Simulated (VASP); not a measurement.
The system is GaN.

```
Ga N
1.0
     3.18000    0.00000    0.00000
    -1.59000    2.75396    0.00000
     0.00000    0.00000    5.16600
Ga N
2 2
Cartesian
  0.0000 1.8360 0.0000
  1.5900 0.9180 2.5830
  0.0000 1.8360 1.9373
  1.5900 0.9180 4.5203
```

Base run:

| Quantity | Value |
| --- | --- |
| Program | VASP 6.6.1 |
| Functional | PBEsol |
| Potentials or basis | VASP PAW PBE potentials, release 64 (Ga_d, N) |
| Cutoff | 520 eV |
| k mesh | 8 × 8 × 5 |
| Occupations | fermi-dirac, width 0.02 eV |
| Spin | no spin polarisation |

Its results: band gap on the k mesh 1.93 eV, direct; pressure 0.8 GPa; largest force 0.131 eV/Å.

Task: The run is repeated on the same cell with these changes: functional from PBEsol to PBE. What comes out?

Result: Band gap on the k mesh 1.97 eV, direct; pressure 7.3 GPa; largest force 0.135 eV/Å.

PBE binds less tightly than PBEsol, so the same cell stands under more pressure.

Caveats: the PAW data sets were made with another functional, which shifts forces and pressure a little (some runs).

